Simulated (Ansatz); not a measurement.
## Ti₃SiC₂ (space group P6_3/mmc, No. 194)

```cif
data_C4Si2Ti6
_chemical_formula_sum 'Ti6 Si2 C4'
_space_group_name_H-M_alt 'P63/mmc'
_space_group_IT_number 194
_space_group_name_Hall '-P 6c 2c'
_cell_length_a 3.06728
_cell_length_b 3.06728
_cell_length_c 17.67556
_cell_angle_alpha 90.000
_cell_angle_beta 90.000
_cell_angle_gamma 120.000
loop_
_atom_site_label
_atom_site_type_symbol
_atom_site_symmetry_multiplicity
_atom_site_Wyckoff_symbol
_atom_site_fract_x
_atom_site_fract_y
_atom_site_fract_z
_atom_site_occupancy
Ti1 Ti 2 a 0.00000 0.00000 0.00000 1
Ti2 Ti 4 f 0.33333 0.66667 0.13514 1
Si1 Si 2 b 0.00000 0.00000 0.25000 1
C1 C 4 f 0.66667 0.33333 0.07250 1
```

Calculations: Ansatz (a program for electronic structure), r2SCAN, PAW, cutoff 500 eV, no spin-orbit coupling. Settings: 14×14×3 k-points, 0.05 eV Fermi–Dirac smearing.

```yaml
volume_per_atom: 12.00 Å³
density: 4.51 g/cm³
band_gap: zero
total_energy: -1443.522 eV/atom (σ→0; compares only within this code and set-up)
```

No phonon test of stability was made. The final runs are not spin-polarised.
